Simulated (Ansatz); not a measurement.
The system is Cu.

```xyz
1
Lattice="0.0000 1.8075 1.8075 1.8075 0.0000 1.8075 1.8075 1.8075 0.0000" Properties=species:S:1:pos:R:3 pbc="T T T"
Cu    0.0000    0.0000    0.0000
```

Base run:

- Program: Ansatz 0.2.0
- Functional: PBEsol
- Potentials or basis: all-electron LAPW, scalar-relativistic
- Cutoff: 295 eV
- Density cutoff: 1179 eV
- Basis error allowed: 0.001 eV/atom
- k mesh: 13 × 13 × 13
- Occupations: fermi-dirac, width 0.05 eV
- Spin: no spin polarisation

Its results: pressure -6.6 GPa.

**Question.** The run is repeated on the same cell with these changes: functional from PBEsol to BLYP. What comes out?

**Answer.** Pressure 9.7 GPa.

BLYP binds less tightly than PBEsol, so the same cell stands under more pressure.

Not every run made on this cell is shown here.
